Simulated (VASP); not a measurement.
# N (P4_2/mnm) in VASP: single point with LDA

Aim: the single point of N with LDA.

All numbers are computed with VASP 6.6.1; they aren't measurements. Logs are shortened: lines on timing, memory, paths and dates and some standing lists are left out, and cuts for length are marked.

### 1 The structure

Symmetry: P4_2/mnm, No. 136, tetragonal system. The conventional cell has a = 4.084 Å, b = 4.084 Å, c = 5.346 Å, α = 90.00°, β = 90.00°, γ = 90.00°. Around N (site symmetry m2m) lie 1 N at 1.11 Å.

### 2 Single point, LDA

The input, INCAR:

```
PREC     = Accurate       # precision mode
ENCUT    = 520            # plane-wave cutoff, eV
EDIFF    = 1E-7           # SCF threshold, eV
ISMEAR   = 0              # smearing method
SIGMA    = 0.1            # smearing width, eV
LREAL    = F              # projectors in reciprocal space
LASPH    = T              # aspherical terms in the spheres
NELM     = 100            # most SCF steps
ALGO     = Normal         # electronic algorithm
ISIF     = 2              # what is computed and relaxed
LWAVE    = F              # write WAVECAR
LCHARG   = F              # write CHGCAR
NBANDS   = 18             # bands
```

The input, KPOINTS:

```
regular mesh
0
Gamma
  4 4 4
```

The input, POSCAR:

```
N
1.0
    4.0840619700      0.0000000000      0.0000000000
    0.0000000000      4.0840619700      0.0000000000
    0.0000000000      0.0000000000      5.3459132500
N
4
Direct
    0.9042752000      0.9042752000      0.0000000000
    0.5957248000      0.4042752000      0.5000000000
    0.0957248000      0.0957248000      0.0000000000
    0.4042752000      0.5957248000      0.5000000000
```

Potentials or basis: VASP PAW LDA potentials, release 64 (N).

Launch:

```sh
$ cat potpaw_LDA.64/N/POTCAR > POTCAR
$ mpirun -np 1 vasp_std > vasp.out
```

OUTCAR:

```text
PREC = Accurate
   ENCUT = 520
   EDIFF = 1E-7
   ISMEAR = 0
   LREAL = F
   LASPH = T
   NELM = 100
   ISIF = 2

 ion  position               nearest neighbor table
   1  0.904  0.904  0.000-   3 1.11
   2  0.596  0.404  0.500-   4 1.11
   3  0.096  0.096  0.000-   1 1.11
   4  0.404  0.596  0.500-   2 1.11

  LATTYP: Found a simple tetragonal cell.
 ALAT       =     4.0840619700
 C/A-ratio  =     1.3089696702

  Lattice vectors:

 A1 = (   4.0840619700,   0.0000000000,   0.0000000000)
 A2 = (   0.0000000000,   4.0840619700,   0.0000000000)
 A3 = (   0.0000000000,   0.0000000000,   5.3459132500)

Analysis of symmetry for initial positions (statically):
=====================================================================
 Subroutine PRICEL returns:
 Original cell was already a primitive cell.

 Routine SETGRP: Setting up the symmetry group for a
 simple tetragonal supercell.

 Subroutine GETGRP returns: Found 16 space group operations
 (whereof  8 operations were pure point group operations)
 out of a pool of 16 trial point group operations.

The static configuration has the point symmetry D_2h.
 The point group associated with its full space group is D_4h.

Analysis of symmetry for dynamics (positions and initial velocities):
=====================================================================
 Subroutine PRICEL returns:
 Original cell was already a primitive cell.

 Routine SETGRP: Setting up the symmetry group for a
 simple tetragonal supercell.

 Subroutine GETGRP returns: Found 16 space group operations
 (whereof  8 operations were pure point group operations)
 out of a pool of 16 trial point group operations.

The dynamic configuration has the point symmetry D_2h.
 The point group associated with its full space group is D_4h.

 Subroutine INISYM returns: Found 16 space group operations
 (whereof  8 operations are pure point group operations),
 and found     1 'primitive' translations

----------------------------------------------------------------------------------------

                                     Primitive cell

  volume of cell :      89.1675

  direct lattice vectors                    reciprocal lattice vectors
     4.084061970  0.000000000  0.000000000     0.244854267  0.000000000  0.000000000
     0.000000000  4.084061970  0.000000000     0.000000000  0.244854267  0.000000000
     0.000000000  0.000000000  5.345913250     0.000000000  0.000000000  0.187058778

  length of vectors
     4.084061970  4.084061970  5.345913250     0.244854267  0.244854267  0.187058778

  position of ions in fractional coordinates (direct lattice)
     0.904275200  0.904275200  0.000000000
     0.595724800  0.404275200  0.500000000
     0.095724800  0.095724800  0.000000000
     0.404275200  0.595724800  0.500000000

  ion indices of the primitive-cell ions
   primitive index   ion index
                 1           1
                 2           2
                 3           3
                 4           4

----------------------------------------------------------------------------------------

 KPOINTS: regular mesh

Automatic generation of k-mesh.
 Grid dimensions read from file:
 generate k-points for:    4    4    4

 Generating k-lattice:

  Cartesian coordinates                     Fractional coordinates (reciprocal lattice)
     0.061213567  0.000000000  0.000000000     0.250000000  0.000000000  0.000000000
     0.000000000  0.061213567  0.000000000     0.000000000  0.250000000  0.000000000
     0.000000000  0.000000000  0.046764695     0.000000000  0.000000000  0.250000000

  Length of vectors
     0.061213567  0.061213567  0.046764695

  Shift w.r.t. Gamma in fractional coordinates (k-lattice)
     0.000000000  0.000000000  0.000000000

 Subroutine IBZKPT returns following result:
 ===========================================

 Found     18 irreducible k-points:

 Following reciprocal coordinates:
            Coordinates               Weight
  0.000000  0.000000  0.000000      1.000000
  0.250000  0.000000  0.000000      4.000000
  0.500000  0.000000  0.000000      2.000000
  0.250000  0.250000  0.000000      4.000000
  0.500000  0.250000  0.000000      4.000000
  0.500000  0.500000  0.000000      1.000000
[... 10 lines left out ...]
  0.500000  0.250000  0.500000      4.000000
  0.500000  0.500000  0.500000      1.000000
   k-points           NKPTS =     18   k-points in BZ     NKDIM =     18   number of bands    NBANDS=     18
   number of dos      NEDOS =    301   number of ions     NIONS =      4
   total plane-waves  NPLWV =  36000
   dimension x,y,z NGX =    30 NGY =   30 NGZ =   40
   dimension x,y,z NGXF=    60 NGYF=   60 NGZF=   80
   ions per type =               4
   NGX,Y,Z   is equivalent  to a cutoff of  12.21, 12.21, 12.44 a.u.
   NGXF,Y,Z  is equivalent  to a cutoff of  24.42, 24.42, 24.88 a.u.
 SYSTEM =  unknown system
   PREC   = accura    normal or accurate (medium, high low for compatibility)
   ISTART =      0    job   : 0-new  1-cont  2-samecut
   ICHARG =      2    charge: 1-file 2-atom 10-const
   ISPIN  =      1    spin polarized calculation?
   LNONCOLLINEAR =      F non collinear calculations
   LSORBIT =      F    spin-orbit coupling
   LASPH  =      T    aspherical Exc in radial PAW
   ENCUT  =  520.0 eV  38.22 Ry    6.18 a.u.   7.59  7.59  9.94*2*pi/ulx,y,z
   NELM   =    100;   NELMIN=  2; NELMDL= -5     # of ELM steps
   EDIFF  = 0.1E-06   stopping-criterion for ELM
   LREAL  =      F    real-space projection
   EDIFFG = 0.1E-05   stopping-criterion for IOM
   NSW    =      0    number of steps for IOM
   IBRION =     -1    ionic relax: 0-MD 1-quasi-New 2-CG
   NFREE  =      0    steps in history (QN), initial steepest desc. (CG)
   ISIF   =      2    stress and relaxation
   ISYM   =      2    0-nonsym 1-usesym 2-fastsym
   POTIM  = 0.5000    time-step for ionic-motion
   TEBEG  =    0.0;   TEEND  =   0.0 temperature during run
   PSTRESS=    0.0 pullay stress
   NELECT =      20.0000    total number of electrons
   NUPDOWN=      -1.0000    fix difference up-down
   EMIN   =  10.00;   EMAX   =-10.00  energy-range for DOS
   EFERMI =   0.00;   METHOD = LEGACY
   ISMEAR =     0;   SIGMA  =   0.10  broadening in eV -4-tet -1-fermi 0-gaus
   EFERMI_NEDOS =   21; number of points for ismear=-14 and -15
   IALGO  =     38    algorithm
   IMIX   =      4    mixing-type and parameters
     AMIX     =   0.40;   BMIX     =  1.00
     AMIX_MAG =   1.60;   BMIX_MAG =  1.00
  volume/ion in A,a.u.               =      22.29       150.43
  Fermi-wavevector in a.u.,A,eV,Ry     =   0.994678  1.879669 13.461399  0.989385
  Thomas-Fermi vector in A             =   2.126646
   LORBIT       =      0    0 simple, 1 ext, 2 COOP (PROOUT), +10 PAW based schemes
   GGA     = CA    functional components
   LHFCALC =     F    Hartree Fock is set to
   AEXX    =    0.0000 exact exchange contribution
   IVDW    =     0    specifies the selected vdW correction
   LEPSILON=     F    determine dielectric tensor
   LRPA    =     F    only Hartree local field effects (RPA)
 non-spin polarized calculation
 Gauss-broadening in eV      SIGMA  =   0.10
  energy-cutoff  :      520.00
  volume of cell :       89.17
 maximum number of plane-waves:      2419
   NGX = 15   NGY = 15   NGZ = 19

 number of electron      20.0000002 magnetization

 Free energy of the ion-electron system (eV)
  ---------------------------------------------------
  ext. energy  EPLUGINS =         0.00000000
  ---------------------------------------------------
  free energy    TOTEN  =       -35.19008463 eV

  energy without entropy =      -35.19008463  energy(sigma->0) =      -35.19008463

 E-fermi :  -6.1413     XC(G=0):  -7.0347

 val. band max:       -6.5922619310   @ k =   0.5000   0.5000   0.5000
 cond. band min:       0.1034272692   @ k =   0.0000   0.0000   0.0000
 fundamental gap:      6.6956892002
 Fermi energy:        -6.1413477673

 k-point     1 :       0.0000    0.0000    0.0000
  band No.  band energies     occupation
      1     -24.8554      2.00000
      2     -24.7898      2.00000
      3      -9.7593      2.00000
      4      -9.7593      2.00000
      5      -8.7303      2.00000
      6      -8.1358      2.00000
[... 10 lines left out ...]
     17       7.0071      0.00000
     18      10.8575      0.00000

 k-point     2 :       0.2500    0.0000    0.0000
  band No.  band energies     occupation
      1     -24.8396      2.00000
      2     -24.7931      2.00000
      3      -9.8980      2.00000
      4      -9.8915      2.00000
      5      -8.6137      2.00000
      6      -8.3430      2.00000
[... 10 lines left out ...]
     17       7.3921      0.00000
     18       9.1870      0.00000

 k-point     3 :       0.5000    0.0000    0.0000
  band No.  band energies     occupation
      1     -24.8102      2.00000
      2     -24.8102      2.00000
      3     -10.0290      2.00000
      4     -10.0290      2.00000
      5      -8.3509      2.00000
      6      -8.3509      2.00000
[... 10 lines left out ...]
     17       8.5167      0.00000
     18       8.5167      0.00000

 k-point     4 :       0.2500    0.2500    0.0000
  band No.  band energies     occupation
      1     -24.8266      2.00000
      2     -24.7938      2.00000
      3     -10.0150      2.00000
      4      -9.9860      2.00000
      5      -8.5214      2.00000
      6      -8.4436      2.00000
[... 249 lines left out ...]
      4      -9.9611      2.00000
      5      -8.6670      2.00000
      6      -8.3601      2.00000
[... 10 lines left out ...]
     17       8.1107      0.00000
     18       8.6125      0.00000

 k-point    17 :       0.5000    0.2500    0.5000
  band No.  band energies     occupation
      1     -24.8037      2.00000
      2     -24.8037      2.00000
      3     -10.1024      2.00000
      4     -10.1024      2.00000
      5      -8.5511      2.00000
      6      -8.5511      2.00000
[... 10 lines left out ...]
     17       7.8425      0.00000
     18       7.8425      0.00000

 k-point    18 :       0.5000    0.5000    0.5000
  band No.  band energies     occupation
      1     -24.7978      2.00000
      2     -24.7978      2.00000
      3     -10.1611      2.00000
      4     -10.1611      2.00000
      5      -8.5540      2.00000
      6      -8.5540      2.00000
[... 10 lines left out ...]
     17       7.6680      0.00000
     18       7.6680      0.00000

------------------------ aborting loop because EDIFF is reached ----------------------------------------

  FORCE on cell =-STRESS in cart. coord.  units (eV):
  Direction    XX          YY          ZZ          XY          YZ          ZX
  --------------------------------------------------------------------------------------
  -------------------------------------------------------------------------------------
  Total       -0.8116732     -0.8116732     -0.4000656      0.0000000      0.0000000      0.0000000
  in kB      -14.5842887    -14.5842887     -7.1884501      0.0000000      0.0000000      0.0000000
  external PRESSURE =     -12.1190091 kB  Pullay stress =       0.0000000 kB

 VOLUME and BASIS-vectors are now :
 -----------------------------------------------------------------------------
  energy-cutoff  :      520.00
  volume of cell :       89.17
      direct lattice vectors                 reciprocal lattice vectors
     4.084061970  0.000000000  0.000000000     0.244854267  0.000000000  0.000000000
     0.000000000  4.084061970  0.000000000     0.000000000  0.244854267  0.000000000
     0.000000000  0.000000000  5.345913250     0.000000000  0.000000000  0.187058778

 POSITION                                       TOTAL-FORCE (eV/Angst)
 -----------------------------------------------------------------------------------
      3.69312      3.69312      0.00000         0.259890      0.259890      0.000000
      2.43298      1.65108      2.67296        -0.259890      0.259890      0.000000
      0.39095      0.39095      0.00000        -0.259890     -0.259890     -0.000000
      1.65108      2.43298      2.67296         0.259890     -0.259890     -0.000000
 -----------------------------------------------------------------------------------
    total drift:                               -0.000000     -0.000000      0.000000

  FREE ENERGIE OF THE ION-ELECTRON SYSTEM (eV)
  ---------------------------------------------------
  free  energy   TOTEN  =       -35.1900846296 eV

  energy  without entropy=      -35.1900846296  energy(sigma->0) =      -35.19008463
```

Wall time 29 s (1 thread of Intel Xeon Platinum 8375C at 2.90GHz (Ice Lake), shared host); peak memory 0.15 GiB.

What came out:

| Quantity | Value |
| --- | --- |
| Free energy | -35.1901 eV |
| Pressure | -1.2 GPa |
| Largest force | 0.368 eV/Å |
| Band gap on the k mesh | 6.70 eV, indirect (least direct gap 6.90 eV) |

Forces on the atoms (eV/Å):
```
N    0.260  0.260  0.000
N   -0.260  0.260  0.000
N   -0.260 -0.260  0.000
N    0.260 -0.260  0.000
```

Levels at points of the mesh, in eV from the valence-band top:
| k point | band 6 | band 7 | band 8 | band 9 | band 10 | band 11 | band 12 | band 13 | band 14 | band 15 |
| --- | --- | --- | --- | --- | --- | --- | --- | --- | --- | --- |
| (0.00, 0.00, 0.00) | -1.54 | -1.54 | -1.45 | -1.08 | -0.21 | 6.70 | 7.61 | 7.99 | 7.99 | 10.78 |
| (0.50, 0.00, 0.00) | -1.76 | -1.75 | -1.75 | -0.25 | -0.25 | 7.77 | 7.77 | 7.77 | 7.77 | 11.69 |
| (0.50, 0.50, 0.00) | -1.90 | -1.71 | -1.71 | -0.04 | -0.04 | 7.52 | 7.52 | 8.55 | 8.55 | 11.95 |
| (0.00, 0.00, 0.50) | -1.96 | -1.56 | -1.56 | -0.47 | -0.47 | 7.13 | 7.13 | 7.98 | 7.98 | 11.59 |
| (0.50, 0.00, 0.50) | -1.88 | -1.55 | -1.55 | -0.31 | -0.31 | 7.38 | 7.38 | 8.09 | 8.09 | 12.23 |
| (0.50, 0.50, 0.50) | -1.96 | -1.74 | -1.74 | 0.00 | 0.00 | 7.55 | 7.55 | 8.55 | 8.55 | 12.46 |

Caveat: the standard files for N, O and F lose accuracy on very short bonds. A k mesh can miss the band edges.
